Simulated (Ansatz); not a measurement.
Ga₂O₃ under strain: Quadrupolar parameters

The cell is an entry of the Crystallography Open Database (COD), relaxed with PBE at fixed cell and then changed (z compressed by 1 %, ions relaxed).

```yaml
crystal:
  lattice:
    - [6.10700, -1.51855, 0.00000]
    - [6.10700, 1.51855, 0.00000]
    - [-1.38599, 0.00000, 5.57371]
  atoms:
    - { symbol: Ga, position: [0.09040, 0.09040, 0.79387] }
    - { symbol: Ga, position: [0.90960, 0.90960, 0.20613] }
    - { symbol: Ga, position: [0.65967, 0.65967, 0.31221] }
    - { symbol: Ga, position: [0.34033, 0.34033, 0.68779] }
    - { symbol: O, position: [0.16960, 0.16960, 0.10782] }
    - { symbol: O, position: [0.83040, 0.83040, 0.89218] }
    - { symbol: O, position: [0.17214, 0.17214, 0.55963] }
    - { symbol: O, position: [0.82786, 0.82786, 0.44037] }
    - { symbol: O, position: [0.49724, 0.49724, 0.25391] }
    - { symbol: O, position: [0.50276, 0.50276, 0.74609] }
```

Atom numbers follow the list; atoms alike are taken as one site, whose name carries the number of the first.

Level of theory: DFT, PBE, plane waves and PAW, scalar-relativistic, 420 eV cutoff, Γ-centred 10×10×6 k-points, Fermi–Dirac smearing 0.02 eV (Ansatz 0.2.0).

Conventions: |V_zz| ≥ |V_yy| ≥ |V_xx|, η = (V_xx − V_yy)/V_zz, C_Q = eQV_zz/h.

Ga-69: I = 3/2, Q = 171.0 mb; 17O: I = 5/2, Q = -25.58 mb. Quadrupole moments are those of Pyykkö's year-2017 table.

(1) Which values are expected at the nuclei?

Answers

(1) 

| site | atoms (order as listed) | first shell | V_zz (10²¹ V/m²) | η | C_Q (MHz) |
| --- | --- | --- | --- | --- | --- |
| Ga1 | 1, 2 | 4 O at 1.83–1.86 Å | -3.60 | 0.77 | -14.9 |
| Ga3 | 3, 4 | 6 O at 1.93–2.06 Å | 2.62 | 0.27 | 10.9 |
| O5 | 5, 6 | 3 Ga at 1.83–1.94 Å | -8.09 | 0.38 | 5.00 |
| O7 | 7, 8 | 4 Ga at 1.86–2.06 Å | 4.02 | 0.06 | -2.49 |
| O9 | 9, 10 | 3 Ga at 1.84–1.93 Å | -11.07 | 0.04 | 6.85 |

At O5 and O9 V_zz stands upright on the plane through its three neighbours (within 2°) in each case. At O7 V_zz points along its shortest bond, to Ga (within 3°).

At this changed cell the PBE pressure is 10 GPa.
